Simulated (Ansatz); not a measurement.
Wanted: the native input for an Ansatz 0.2.0 run.

```yaml
Task: single point
Functional: PBE
Potentials_or_basis: Ansatz PAW
Cutoff: "420 eV (not typed: the program's choice for these potentials)"
k_mesh: 10 × 10 × 10
Occupations: gaussian, width 0.022 eV
Spin: no spin polarisation
```

The system is Sb.

```
Sb
1.0
    -1.87134    1.87134    1.87134
     1.87134   -1.87134    1.87134
     1.87134    1.87134   -1.87134
Sb
1
Cartesian
  0.0000 0.0000 0.0000
```

This isn't the form of Sb at room conditions, which is rhombohedral.

One way to write it, as run:

input.yaml

```yaml
crystal:
  lattice:
    - [-1.8713408863, 1.8713408863, 1.8713408863]
    - [1.8713408863, -1.8713408863, 1.8713408863]
    - [1.8713408863, 1.8713408863, -1.8713408863]
  atoms:
    - { symbol: Sb, position: [0.0, 0.0, 0.0] }
hamiltonian:
  xc: pbe
  pseudopotentials: { kind: paw }
kpoints:
  mp_grid: { grid: [10, 10, 10] }
scf:
  occupations: { method: gaussian, width: 0.022 }
output:
  forces: true
  stress: true
  eigenvalues: true
  write_density: true
  write_potential: true
  elf: true
  volumetric_format: npy
```

Potentials or basis: Ansatz PAW.

The run is started by

```bash
$ ansatz run input.yaml --threads 2 --pin off --max-ram 5632MiB --backend cpu --events-out ev --progress --plain --runs-dir out
```

Results of the run:

```json
{
 "Pressure": "3.1 GPa",
 "Band gap on the k mesh": "none (metal or under the smearing width)"
}
```

Wall time 0.62 s on 2 threads of Arm Neoverse V2, with other jobs on the host, peak memory 0.27 GiB.
